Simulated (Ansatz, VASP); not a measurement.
**GaP in VASP and in Ansatz**

```
CELL_PARAMETERS angstrom
0.00000 2.75256 2.75256
2.75256 0.00000 2.75256
2.75256 2.75256 0.00000
ATOMIC_POSITIONS crystal
Ga 0.00000 0.00000 0.00000
P 0.75000 0.75000 0.75000
```

Alike in both runs: functional PBE; k mesh 8 × 8 × 8; occupations gaussian, width 0.02 eV; no spin polarisation.

Ansatz relaxed the structure, and its values are those at the end. VASP's run is a single point on that final structure, the one shown.

```csv
,VASP,Ansatz
version,VASP 6.6.1,Ansatz 0.2.0
potentials or method,"VASP PAW PBE potentials, release 64 (Ga_d, P)","scalar-relativistic, plane waves, PAW"
plane-wave cutoff (eV),520,420
valence electrons in the cell,18,18
```

```csv
,VASP,Ansatz,Ansatz less VASP
gap on the k mesh at the Fermi level (eV),1.58,1.58,+0.003
least direct gap on the mesh (eV),1.58,1.58,+0.003
pressure (GPa),0.0,0.0,+0.01
```

The functional is the same, so the differences come from potentials, cutoffs and numerics.

A k mesh can miss the band edges.
